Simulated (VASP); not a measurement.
Here is a VASP 6.6.1 calculation.

Contents of INCAR:

```
PREC = Accurate ; ENCUT = 520
EDIFF = 1E-6 ; ISMEAR = -1
SIGMA = 0.02 ; LREAL = F
LASPH = T ; NELM = 80
ALGO = Normal ; ISIF = 2
LWAVE = F ; LCHARG = F
GGA = PE ; NBANDS = 15
```

KPOINTS

```
regular mesh
0
Gamma
  12 12 8
```

POSCAR

```
TaN
1.0
    2.9499276979      0.0000000000      0.0000000000
   -1.4749638490      2.5547123257      0.0000000000
    0.0000000000      0.0000000000      2.8982382384
Ta N
1 1
Direct
    0.3333333333      0.6666666667      0.5000000000
    0.0000000000      0.0000000000      0.0000000000
```

Potentials or basis: VASP PAW PBE potentials, release 64 (Ta_pv, N).

The run is started by

```console
$ cat potpaw_PBE.64/Ta_pv/POTCAR potpaw_PBE.64/N/POTCAR > POTCAR
$ mpirun -np 1 vasp_std > vasp.out
```

Task: Predict the pressure.

Result: 0.7 GPa.

Task: Estimate the band gap on the k mesh.

Result: None (metal or under the smearing width).

Stress tensor (GPa, compression positive):
```
0.60 0.00 0.00
0.00 0.60 0.00
0.00 0.00 0.76
```

The run has no spin-orbit coupling, so splittings on Ta are missing.
